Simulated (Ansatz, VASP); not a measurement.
## Au: VASP beside Ansatz

POSCAR

```
Au
1.0
   -1.6381720199      1.6381720199      1.6381720199
    1.6381720199     -1.6381720199      1.6381720199
    1.6381720199      1.6381720199     -1.6381720199
Au
1
Direct
    0.0000000000      0.0000000000      0.0000000000
```

The input INCAR.step1:

```
SYSTEM = Au
ALGO = Normal
EDIFF = 1E-4
ENCUT = 520
GGA = PE
ISMEAR = 0
LASPH = .True.
LCHARG = .False.
LREAL = .False.
LWAVE = .True.
NBANDS = 12
NELM = 80
PREC = Accurate
SIGMA = 0.05
```

Contents of INCAR.step2:

```
SYSTEM = Au
ALGO = Normal
EDIFF = 1E-7
ENCUT = 520
ISIF = 2
ISMEAR = 0
ISTART = 1
LASPH = .True.
LCHARG = .False.
LMIXTAU = .True.
LREAL = .False.
LWAVE = .False.
METAGGA = R2SCAN
NBANDS = 12
NELM = 80
PREC = Accurate
SIGMA = 0.05
```

The input KPOINTS:

```
k-points
0
Gamma
  18 18 18
  0 0 0
```

Input for Ansatz:

```yaml
crystal:
  lattice:
    - [-1.6381720199, 1.6381720199, 1.6381720199]
    - [1.6381720199, -1.6381720199, 1.6381720199]
    - [1.6381720199, 1.6381720199, -1.6381720199]
  atoms:
    - { symbol: Au, position: [0.0, 0.0, 0.0] }
basis:
  ecutwfc: 500
  ecutrho_ratio: 4
kpoints:
  mp_grid: { grid: [18, 18, 18] }
hamiltonian:
  xc: r2scan
scf:
  occupations: { method: gaussian, width: 0.05 }
output:
  forces: true
  stress: true
  eigenvalues: true
```

Alike in both runs: task single point; functional r2SCAN; k mesh 18 × 18 × 18; occupations gaussian, width 0.05 eV; no spin polarisation.

```csv
,VASP,Ansatz
version,VASP 6.6.1,Ansatz 0.2.0
potentials or method,"VASP PAW PBE potentials, release 64 (Au)","scalar-relativistic, plane waves, PAW"
plane-wave cutoff (eV),520,500
valence electrons in the cell,11,19
```

|  | VASP | Ansatz | Ansatz less VASP |
| --- | --- | --- | --- |
| pressure (GPa) | 0.1 | -0.2 | -0.27 |

The two sets of potentials don't hold the same shells in valence.

Caveats: the PAW data sets were made with another functional, which shifts forces and pressure a little (VASP). Spin-orbit coupling is left out, which matters for the levels of Au.
